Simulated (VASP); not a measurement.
# C in VASP: further runs

One slab, C, is run at these levels: LDA; tasks: relaxation of shape and atoms at fixed volume, single point.

Everything below comes from runs of VASP 6.6.1. Logs are shortened: lines on timing, memory, paths and dates and some standing lists are left out, and cuts for length are marked.

**1. The slab as given**

The cell holds a slab with vacuum, 2 atoms: a = 2.467 Å, b = 2.467 Å, c = 18.000 Å, α = 90.00°, β = 90.00°, γ = 120.00°.

The slab is cut from a database's or a generator's crystal, which needn't be the stable form of the element.

**2. Relaxation of shape and atoms at fixed volume, LDA**

Contents of INCAR:

```
SYSTEM = C
PREC = Accurate ; ENCUT = 520
EDIFF = 1E-7 ; ISMEAR = 0
SIGMA = 0.05 ; LREAL = .False.
LASPH = .True. ; NELM = 80
ALGO = Fast ; ISIF = 4
LWAVE = .False. ; LCHARG = .False.
LDIPOL = .True. ; IDIPOL = 3
DIPOL = 0.5 0.5 0.500 ; IBRION = 2
NSW = 100 ; EDIFFG = -0.003
```

Contents of KPOINTS:

```
regular mesh
0
Gamma
  18 18 1
  0 0 0
```

Contents of POSCAR:

```
C
1.0
    2.4672912620      0.0000000000      0.0000000000
   -1.2336456310      2.1367369110      0.0000000000
    0.0000000000      0.0000000000     18.0000000000
C
2
Direct
    0.0000000000      0.0000000000      0.5000000000
    0.6666666700      0.3333333400      0.5000000000
```

Potentials or basis: VASP PAW LDA potentials, release 64 (C).

Started as:

```
$ cat potpaw_LDA.64/C/POTCAR > POTCAR
$ mpirun -np 1 vasp_std > vasp.out
```

OUTCAR:

```text
SYSTEM = C
   PREC = Accurate
   ENCUT = 520
   EDIFF = 1E-7
   ISMEAR = 0
   LREAL = .False.
   LASPH = .True.
   NELM = 80
   ISIF = 4
   IBRION = 2
   NSW = 100
   EDIFFG = -0.003

 ion  position               nearest neighbor table
   1  0.000  0.000  0.500-   2 1.42   2 1.42   2 1.42
   2  0.667  0.333  0.500-   1 1.42   1 1.42   1 1.42

  LATTYP: Found a hexagonal cell.
 ALAT       =     2.4672912620
 C/A-ratio  =     7.2954499849

  Lattice vectors:

 A1 = (   2.4672912620,   0.0000000000,   0.0000000000)
 A2 = (  -1.2336456310,   2.1367369110,   0.0000000000)
 A3 = (   0.0000000000,   0.0000000000,  18.0000000000)

Analysis of symmetry for initial positions (statically):
=====================================================================
 Subroutine PRICEL returns:
 Original cell was already a primitive cell.

 Routine SETGRP: Setting up the symmetry group for a
 hexagonal supercell.

 Subroutine GETGRP returns: Found 24 space group operations
 (whereof 12 operations were pure point group operations)
 out of a pool of 24 trial point group operations.

The static configuration has the point symmetry D_3h.
 The point group associated with its full space group is D_6h.

Analysis of symmetry for dynamics (positions and initial velocities):
=====================================================================
 Subroutine PRICEL returns:
 Original cell was already a primitive cell.

 Routine SETGRP: Setting up the symmetry group for a
 hexagonal supercell.

 Subroutine GETGRP returns: Found 24 space group operations
 (whereof 12 operations were pure point group operations)
 out of a pool of 24 trial point group operations.

The dynamic configuration has the point symmetry D_3h.
 The point group associated with its full space group is D_6h.

 Subroutine INISYM returns: Found 24 space group operations
 (whereof 12 operations are pure point group operations),
 and found     1 'primitive' translations

----------------------------------------------------------------------------------------

                                     Primitive cell

  volume of cell :      94.8951

  direct lattice vectors                    reciprocal lattice vectors
     2.467291262  0.000000000  0.000000000     0.405302777  0.234001667  0.000000000
    -1.233645631  2.136736911  0.000000000     0.000000000  0.468003335  0.000000000
     0.000000000  0.000000000 18.000000000     0.000000000  0.000000000  0.055555556

  length of vectors
     2.467291262  2.467291262 18.000000000     0.468003335  0.468003335  0.055555556

  position of ions in fractional coordinates (direct lattice)
     0.000000000  0.000000000  0.500000000
     0.666666670  0.333333340  0.500000000

  ion indices of the primitive-cell ions
   primitive index   ion index
                 1           1
                 2           2

----------------------------------------------------------------------------------------

 KPOINTS: regular mesh

Automatic generation of k-mesh.
 Grid dimensions read from file:
 generate k-points for:   18   18    1

 Generating k-lattice:

  Cartesian coordinates                     Fractional coordinates (reciprocal lattice)
     0.022516821  0.013000093  0.000000000     0.055555556  0.000000000  0.000000000
     0.000000000  0.026000185  0.000000000     0.000000000  0.055555556  0.000000000
     0.000000000  0.000000000  0.055555556     0.000000000  0.000000000  1.000000000

  Length of vectors
     0.026000185  0.026000185  0.055555556

  Shift w.r.t. Gamma in fractional coordinates (k-lattice)
     0.000000000  0.000000000  0.000000000

 Subroutine IBZKPT returns following result:
 ===========================================

 Found     37 irreducible k-points:

 Following reciprocal coordinates:
            Coordinates               Weight
  0.000000  0.000000  0.000000      1.000000
  0.055556 -0.000000  0.000000      6.000000
  0.111111 -0.000000  0.000000      6.000000
  0.166667  0.000000  0.000000      6.000000
  0.222222  0.000000  0.000000      6.000000
  0.277778 -0.000000  0.000000      6.000000
[... 16 lines left out ...]
  0.333333  0.111111  0.000000     12.000000
  0.388889  0.111111  0.000000     12.000000
 [... further k-points ...]
   k-points           NKPTS =     37   k-points in BZ     NKDIM =     37   number of bands    NBANDS=      8
   number of dos      NEDOS =    301   number of ions     NIONS =      2
   total plane-waves  NPLWV =  45360
   dimension x,y,z NGX =    18 NGY =   18 NGZ =  140
   dimension x,y,z NGXF=    36 NGYF=   36 NGZF=  280
   ions per type =               2
   NGX,Y,Z   is equivalent  to a cutoff of  12.13, 12.13, 12.93 a.u.
   NGXF,Y,Z  is equivalent  to a cutoff of  24.26, 24.26, 25.86 a.u.
 SYSTEM =  C
   PREC   = accura    normal or accurate (medium, high low for compatibility)
   ISTART =      0    job   : 0-new  1-cont  2-samecut
   ICHARG =      2    charge: 1-file 2-atom 10-const
   ISPIN  =      1    spin polarized calculation?
   LNONCOLLINEAR =      F non collinear calculations
   LSORBIT =      F    spin-orbit coupling
   LASPH  =      T    aspherical Exc in radial PAW
   ENCUT  =  520.0 eV  38.22 Ry    6.18 a.u.   4.59  4.59 33.47*2*pi/ulx,y,z
   NELM   =     80;   NELMIN=  2; NELMDL= -5     # of ELM steps
   EDIFF  = 0.1E-06   stopping-criterion for ELM
   LREAL  =      F    real-space projection
   EDIFFG = -.3E-02   stopping-criterion for IOM
   NSW    =    100    number of steps for IOM
   IBRION =      2    ionic relax: 0-MD 1-quasi-New 2-CG
   NFREE  =      1    steps in history (QN), initial steepest desc. (CG)
   ISIF   =      4    stress and relaxation
   ISYM   =      2    0-nonsym 1-usesym 2-fastsym
   POTIM  = 0.5000    time-step for ionic-motion
   TEBEG  =    0.0;   TEEND  =   0.0 temperature during run
   PSTRESS=    0.0 pullay stress
   NELECT =       8.0000    total number of electrons
   NUPDOWN=      -1.0000    fix difference up-down
   EMIN   =  10.00;   EMAX   =-10.00  energy-range for DOS
   EFERMI =   0.00;   METHOD = LEGACY
   ISMEAR =     0;   SIGMA  =   0.05  broadening in eV -4-tet -1-fermi 0-gaus
   EFERMI_NEDOS =   21; number of points for ismear=-14 and -15
   IALGO  =     68    algorithm
   IMIX   =      4    mixing-type and parameters
     AMIX     =   0.40;   BMIX     =  1.00
     AMIX_MAG =   1.60;   BMIX_MAG =  1.00
  volume/ion in A,a.u.               =      47.45       320.19
  Fermi-wavevector in a.u.,A,eV,Ry     =   0.717833  1.356508  7.010870  0.515284
  Thomas-Fermi vector in A             =   1.806615
   LORBIT       =      0    0 simple, 1 ext, 2 COOP (PROOUT), +10 PAW based schemes
   GGA     = CA    functional components
   LHFCALC =     F    Hartree Fock is set to
   AEXX    =    0.0000 exact exchange contribution
   IVDW    =     0    specifies the selected vdW correction
   LEPSILON=     F    determine dielectric tensor
   LRPA    =     F    only Hartree local field effects (RPA)
 conjugate gradient relaxation of ions
 non-spin polarized calculation
 RMM-DIIS sequential band-by-band and
 Gauss-broadening in eV      SIGMA  =   0.05
  energy-cutoff  :      520.00
  volume of cell :       94.90
 maximum number of plane-waves:      2590
   NGX =  9   NGY =  9   NGZ = 67

--------------------------------------- Ionic step        1  -------------------------------------------

 number of electron       7.9999997 magnetization

 Free energy of the ion-electron system (eV)
  ---------------------------------------------------
  ext. energy  EPLUGINS =         0.00000000
  ---------------------------------------------------
  free energy    TOTEN  =       -20.16560889 eV

  energy without entropy =      -20.16526062  energy(sigma->0) =      -20.16543475

------------------------ aborting loop because EDIFF is reached ----------------------------------------

  FORCE on cell =-STRESS in cart. coord.  units (eV):
  Direction    XX          YY          ZZ          XY          YZ          ZX
  --------------------------------------------------------------------------------------
  -------------------------------------------------------------------------------------
  Total       -1.1281283     -1.1281283     -0.0134211     -0.0000000      0.0000000      0.0000000
  in kB      -19.0469353    -19.0469353     -0.2265978     -0.0000000      0.0000000      0.0000000
  external PRESSURE =     -12.7734895 kB  Pullay stress =       0.0000000 kB
[... 17 lines left out ...]
  FREE ENERGIE OF THE ION-ELECTRON SYSTEM (eV)
  ---------------------------------------------------
  free  energy   TOTEN  =       -20.1656088870 eV

  energy  without entropy=      -20.1652606219  energy(sigma->0) =      -20.16543475

 dipolmoment          -0.000000      0.000000     -0.000000 electrons x Angstroem

--------------------------------------- Ionic step        2  -------------------------------------------

 number of electron       7.9999998 magnetization

------------------------ aborting loop because EDIFF is reached ----------------------------------------
[... 31 lines left out ...]
--------------------------------------- Ionic step        3  -------------------------------------------

 number of electron       7.9999997 magnetization

 dipolmoment           0.000000      0.000000      0.000000 electrons x Angstroem

 Free energy of the ion-electron system (eV)
  ---------------------------------------------------
  ext. energy  EPLUGINS =         0.00000000
  ---------------------------------------------------
  free energy    TOTEN  =       -20.17473117 eV

  energy without entropy =      -20.17438291  energy(sigma->0) =      -20.17455704

 E-fermi :  -2.7920     XC(G=0):  -2.4066

 val. band max:       -2.7919832677   @ k =   0.3333   0.3333   0.0000
 cond. band min:      -2.7919829899   @ k =   0.3333   0.3333   0.0000
 fundamental gap:      0.0000002778
 Fermi energy:        -2.7919831288

 k-point     1 :       0.0000    0.0000    0.0000
  band No.  band energies     occupation
      1     -22.2726      2.00000
      2     -10.5859      2.00000
      3      -5.8216      2.00000
      4      -5.8216      2.00000
      5       0.5454      0.00000
      6       1.5333      0.00000
      7       1.9380      0.00000
      8       3.0628      0.00000
[... 243 lines left out ...]
 k-point    24 :       0.3889    0.1111    0.0000
  band No.  band energies     occupation
      1     -17.5336      2.00000
      2     -14.9731      2.00000
      3     -10.0789      2.00000
      4      -5.3738      2.00000
      5      -0.6649      0.00000
      6       6.1254      0.00000
      7       7.1755      0.00000
      8       8.1191      0.00000

 [... further k-points ...]

------------------------ aborting loop because EDIFF is reached ----------------------------------------

 vacuum level on the upper side and lower side of the slab       (xc-potential included)        -0.069        -0.069

  FORCE on cell =-STRESS in cart. coord.  units (eV):
  Direction    XX          YY          ZZ          XY          YZ          ZX
  --------------------------------------------------------------------------------------
  -------------------------------------------------------------------------------------
  Total       -0.0159842     -0.0159842     -0.0126919      0.0000000     -0.0000000      0.0000000
  in kB       -0.2698715     -0.2698715     -0.2142863      0.0000000     -0.0000000      0.0000000
  external PRESSURE =      -0.2513431 kB  Pullay stress =       0.0000000 kB
[... 17 lines left out ...]
  FREE ENERGIE OF THE ION-ELECTRON SYSTEM (eV)
  ---------------------------------------------------
  free  energy   TOTEN  =       -20.1747311742 eV

  energy  without entropy=      -20.1743829090  energy(sigma->0) =      -20.17455704

 reached required accuracy - stopping structural energy minimisation

 vacuum level on the upper side and lower side of the slab         1.685         1.685
```

It took 58 s on 1 thread of Intel Xeon Platinum 8488C (Sapphire Rapids), shared host; peak memory 0.17 GiB.

Results:

| Item | Value |
| --- | --- |
| Free energy | -20.1747 eV |
| Energy gained by relaxing | 4.6 meV/atom |
| Ionic steps | 3 |
| Band gap on the k mesh | none (metal or under the smearing width) |

Step by step:
```csv
step,energy change (eV),largest force (eV/Å),pressure (GPa)
1,0.0000,0.0000,-1.28
2,-0.0090,0.0000,0.10
3,-0.0091,0.0000,-0.03
```

Final structure:
```
C
1.0
     2.44733    0.00000    0.00000
    -1.22366    2.11945    0.00000
     0.00000    0.00000   18.29486
C
2
Direct
  0.00000 0.00000 0.50000
  0.66667 0.33333 0.50000
```

**3. Single point, LDA**

Contents of INCAR:

```
PREC     = Accurate       # precision mode
ENCUT    = 520            # plane-wave cutoff, eV
EDIFF    = 1E-7           # SCF threshold, eV
ISMEAR   = 0              # smearing method
SIGMA    = 0.05           # smearing width, eV
LREAL    = False          # projectors in reciprocal space
LASPH    = True           # aspherical terms in the spheres
NELM     = 80             # most SCF steps
ALGO     = Fast           # electronic algorithm
ISIF     = 2              # what is computed and relaxed
LWAVE    = False          # write WAVECAR
LCHARG   = False          # write CHGCAR
LDIPOL   = True         
IDIPOL   = 3            
DIPOL    = 0.5 0.5 0.500
LVHAR    = True         
LVACPOTAV= True
```

Contents of KPOINTS:

```
Automatic mesh
0
Gamma
  24 24 1
```

Contents of POSCAR:

```
C                                       
1.0
    2.4473277844     -0.0000000000      0.0000000000
   -1.2236638922      2.1194480323     -0.0000000000
    0.0000000000      0.0000000000     18.2948589265
  C             
     2
Direct
     0.0000000000000000    0.0000000000000000    0.5000000000000000
     0.6666666699999979    0.3333333400000029    0.5000000000000000
```

Potentials or basis: VASP PAW LDA potentials, release 64 (C).

Started as:

```
$ cat potpaw_LDA.64/C/POTCAR > POTCAR
$ mpirun -np 1 vasp_std > vasp.out
```

OUTCAR:

```text
PREC = Accurate
   ENCUT = 520
   EDIFF = 1E-7
   ISMEAR = 0
   LREAL = False
   LASPH = True
   NELM = 80
   ISIF = 2

 ion  position               nearest neighbor table
   1  0.000  0.000  0.500-   2 1.41   2 1.41   2 1.41
   2  0.667  0.333  0.500-   1 1.41   1 1.41   1 1.41

  LATTYP: Found a hexagonal cell.
 ALAT       =     2.4473277844
 C/A-ratio  =     7.4754428251

  Lattice vectors:

 A1 = (   2.4473277844,   0.0000000000,   0.0000000000)
 A2 = (  -1.2236638922,   2.1194480323,   0.0000000000)
 A3 = (   0.0000000000,   0.0000000000,  18.2948589265)
[... 455 lines left out ...]

  FORCE on cell =-STRESS in cart. coord.  units (eV):
  Direction    XX          YY          ZZ          XY          YZ          ZX
  --------------------------------------------------------------------------------------
  -------------------------------------------------------------------------------------
  Total       -0.0142051     -0.0142051     -0.0140147     -0.0000000      0.0000000      0.0000000
  in kB       -0.2398339     -0.2398339     -0.2366186     -0.0000000      0.0000000      0.0000000
  external PRESSURE =      -0.2387621 kB  Pullay stress =       0.0000000 kB

 VOLUME and BASIS-vectors are now :
 -----------------------------------------------------------------------------
  energy-cutoff  :      520.00
  volume of cell :       94.90
      direct lattice vectors                 reciprocal lattice vectors
     2.447327784  0.000000000  0.000000000     0.408608935  0.235910479  0.000000000
    -1.223663892  2.119448032  0.000000000     0.000000000  0.471820958  0.000000000
     0.000000000  0.000000000 18.294858927     0.000000000  0.000000000  0.054660165

 POSITION                                       TOTAL-FORCE (eV/Angst)
 -----------------------------------------------------------------------------------
      0.00000      0.00000      9.14743         0.000000      0.000000      0.000000
      1.22366      0.70648      9.14743        -0.000000     -0.000000      0.000000
 -----------------------------------------------------------------------------------
    total drift:                               -0.000000     -0.000003     -0.000000

  FREE ENERGIE OF THE ION-ELECTRON SYSTEM (eV)
  ---------------------------------------------------
  free  energy   TOTEN  =       -20.1757574098 eV

  energy  without entropy=      -20.1755615107  energy(sigma->0) =      -20.17565946

 vacuum level on the upper side and lower side of the slab         1.696         1.696
```

OSZICAR:

```text
N       E                     dE             d eps       ncg     rms          rms(c)
DAV:   1     0.527497878614E+02    0.52750E+02   -0.35245E+03  1040   0.726E+02
DAV:   2    -0.174752525966E+02   -0.70225E+02   -0.59892E+02  1416   0.138E+02
DAV:   3    -0.216761285465E+02   -0.42009E+01   -0.40751E+01  1432   0.495E+01
[... 12 lines left out ...]
RMM:  16    -0.201757303601E+02   -0.47752E-04   -0.90283E-06  1371   0.212E-02    0.586E-03
RMM:  17    -0.201757423672E+02   -0.12007E-04   -0.16347E-06  1330   0.838E-03    0.236E-03
RMM:  18    -0.201757544533E+02   -0.12086E-04   -0.81475E-07  1372   0.655E-03    0.714E-04
RMM:  19    -0.201757558427E+02   -0.13894E-05   -0.68261E-08  1133   0.250E-03    0.250E-04
RMM:  20    -0.201757573443E+02   -0.15016E-05   -0.29417E-08  1063   0.126E-03    0.456E-05
RMM:  21    -0.201757574098E+02   -0.65545E-07   -0.34095E-09   932   0.607E-04
   1 F= -.20175757E+02 E0= -.20175659E+02  d E =-.195899E-03
```

stdout:

```text
POSCAR found type information on POSCAR C
 POSCAR found :  1 types and       2 ions
 scaLAPACK will be used
 LDA part: xc-table for (Slater(with rela. corr.)+CA(PZ))
 , standard interpolation
 POSCAR, INCAR and KPOINTS ok, starting setup
 FFT: planning ... GRIDC
 FFT: planning ... GRID_SOFT
 FFT: planning ... GRID
 WAVECAR not read
 entering main loop
WARNING in EDDRMM: call to ZHEGV failed, returncode =   8  4      8
 -----------------------------------------------------------------------------
|                                                                             |
|           W    W    AA    RRRRR   N    N  II  N    N   GGGG   !!!           |
|           W    W   A  A   R    R  NN   N  II  NN   N  G    G  !!!           |
|           W    W  A    A  R    R  N N  N  II  N N  N  G       !!!           |
|           W WW W  AAAAAA  RRRRR   N  N N  II  N  N N  G  GGG   !            |
|           WW  WW  A    A  R   R   N   NN  II  N   NN  G    G                |
|           W    W  A    A  R    R  N    N  II  N    N   GGGG   !!!           |
|                                                                             |
|     Did not find any points to average over, which means that no vacuum     |
|     field-free region was found. Please increase the size of  your cell     |
|     in the dimension of the dipole correction to obtain accurate            |
|     workfunction values.                                                    |
|                                                                             |
 -----------------------------------------------------------------------------
```

Wall time 55 s (1 thread of Intel Xeon Platinum 8488C (Sapphire Rapids), shared host); peak memory 0.18 GiB.

Results:

```yaml
Free_energy: -20.1758 eV
Band_gap_on_the_k_mesh: none (metal or under the smearing width)
Work_function_of_the_upper_face: 4.49 eV
Work_function_of_the_lower_face: 4.49 eV
```
